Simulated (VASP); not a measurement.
# Li: relaxation of cell and atoms with PBE

Crystal: Li.

```
CELL_PARAMETERS angstrom
3.47000 0.00000 0.00000
0.00000 3.47000 0.00000
0.00000 0.00000 3.47000
ATOMIC_POSITIONS crystal
Li 0.00000 0.00000 0.00000
Li 0.50000 0.50000 0.50000
```

The cell was built by a generator and needn't be a form met in nature.

```yaml
Program: VASP 6.6.1
Task: relaxation of cell and atoms
Functional: PBE
Potentials_or_basis: VASP PAW PBE potentials, release 64 (Li_sv)
Cutoff: 600 eV
k_mesh: 20 × 20 × 20
Occupations: methfessel-paxton, width 0.1 eV
Spin: no spin polarisation
Dipole_correction: no
Further_INCAR_settings: ALGO = Normal; EDIFF = 1e-06; IBRION = 2; EDIFFG = -0.005; NSW = 80; ISIF = 3
```

The relaxed volume is 20.10 Å³/atom, the relaxed cell is a = 3.425 Å, b = 3.425 Å, c = 3.425 Å, α = 90.00°, β = 90.00°, γ = 90.00° and the space group after relaxing (to 0.05 Å) is Im-3m (No. 229). The energy gained by relaxing is 1.4 meV/atom and the ionic steps are 3. The pressure after relaxing is 0.0 GPa and the band gap on the k mesh is none (metal or under the smearing width).

Step by step:
```csv
step,energy change (eV),largest force (eV/Å),pressure (GPa),volume (Å³)
1,0.0000,0.0000,-0.51,41.78
2,-0.0011,0.0000,-0.40,41.38
3,-0.0027,0.0000,-0.02,40.19
```

Final structure:
```yaml
crystal:
  lattice:
    - [3.42548, 0.00000, 0.00000]
    - [0.00000, 3.42548, 0.00000]
    - [0.00000, 0.00000, 3.42548]
  atoms:
    - { symbol: Li, position: [0.00000, 0.00000, 0.00000] }
    - { symbol: Li, position: [0.50000, 0.50000, 0.50000] }
```

Levels at points of the mesh, in eV from the Fermi level:
```csv
k point,band 1,band 2,band 3,band 4,band 5,band 6,band 7
"(0.00, 0.00, 0.00)",-46.53,-46.50,-3.59,5.53,5.53,5.53,7.79
"(0.50, 0.00, 0.00)",-46.51,-46.51,-1.17,-1.17,8.57,8.57,8.57
"(0.50, 0.50, 0.00)",-46.51,-46.51,0.22,0.22,3.26,3.26,10.40
"(0.50, 0.50, 0.50)",-46.51,-46.51,3.38,3.38,3.38,3.38,3.38
```

Run time: 3.5 min on 1 thread of AMD EPYC 7571, on a shared host, peak memory 0.17 GiB.

Caveat: the cutoff is under 1.25 times the usual one of these potentials, so pressure, stress and relaxed cells hold a basis-set (Pulay) error.
